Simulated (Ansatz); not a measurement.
A: Ni (fcc, Cu type), a = b = c = 3.4632 Å, α = β = γ = 90.00°
B: ZnTe (zinc blende), a = b = c = 6.0658 Å, α = β = γ = 90.00°
C: BAs (zinc blende), a = b = c = 4.7677 Å, α = β = γ = 90.00°

Scan: energy against volume (even scaling of the relaxed cell, symmetry kept). All come from one method, each on a k mesh of its own. All were relaxed with their symmetry unable to fall. Relaxed Ni ends ferromagnetic. Spin-orbit coupling is left out. The PAW data are Ansatz's earlier set. The magnetic order is the one the run started from; other orders were not tried. (This holds for the magnetic or f-shell members.)

**Question.** Rank these by bulk modulus (fitted) (highest first), as PBEsol (plane waves to 420 eV, PAW, scalar-relativistic; Ansatz, a first-principles code) gives it.

**Answer.** A (230 GPa), C (140 GPa), B (50.3 GPa)

(Under strain, the slope of the energy per volume gives the stress and its curvature an elastic modulus.)
